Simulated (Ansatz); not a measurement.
## MgSe: energy against volume and a worked fit

```yaml
crystal:
  lattice:
    - [0.00000, 2.72550, 2.72550]
    - [2.72550, 0.00000, 2.72550]
    - [2.72550, 2.72550, 0.00000]
  atoms:
    - { symbol: Se, position: [0.50000, 0.50000, 0.50000] }
    - { symbol: Mg, position: [0.00000, 0.00000, 0.00000] }
```

The cell was scaled at fixed shape and fractions and run with Ansatz, Ansatz PAW, cutoff 420 eV; PBE0, k mesh 6 × 6 × 6 on the cell of 2 atoms, fermi-dirac occupations of 0.05 eV, no spin polarisation, no spin-orbit coupling. The potentials were made for PBE. Energies are those that the program minimises, any entropy of the smearing included.

| V (Å³/atom) | energy over the lowest row (meV/atom) |
| --- | --- |
| 19.0312 | 21.855 |
| 19.4361 | 10.448 |
| 19.8410 | 3.298 |
| 20.2460 | 0.000 |
| 20.6509 | 0.180 |
| 21.0558 | ? |
| 21.4607 | 9.676 |

Problem. Fit the third-order Birch-Murnaghan form, give V0, B0 and B′, and predict the energy left open.

Solution. With y = (V0/V)^(2/3), E = E0 + (9 V0 B0/16) [(y - 1)³ B′ + (y - 1)² (6 - 4y)]. Least squares through the rows shown give V0 = 20.4248 Å³/atom, E0 = -0.329 meV, B0 = 66.35 GPa (1 eV/Å³ = 160.218 GPa) and B′ = 4.08, with a largest miss of 0.004 meV. At V = 21.0558 the form with these constants gives 3.505 meV; the run gave 3.502 meV an atom.

The equilibrium volume of rocksalt MgSe lies between the two lowest rows, at 20.4248 Å³/atom, so the lowest computed point is slightly compressed. The well is steeper on the compressed side: 19.4361 Å³/atom costs 10.448 meV, while 21.4607, somewhat farther from the minimum, costs only 9.676 meV. Such asymmetry is common to nearly all solids, whatever their bonding; in a largely ionic one it arises because the short-range Pauli repulsion between closed-shell ions rises faster on compression than the Madelung attraction grows. The bulk modulus is a modest 66.35 GPa. MgO, with the same structure and formal charges, is much stiffer because its smaller anion gives shorter bonds and a denser electrostatic energy.

The close match at the open volume shows that the curve is smooth and well described by the chosen form, but as an interpolation it says little about behaviour at strong compression. Nor does a curve for one structure settle whether rocksalt is the ground state, a real question for MgSe, where tetrahedrally coordinated polymorphs lie close in energy.
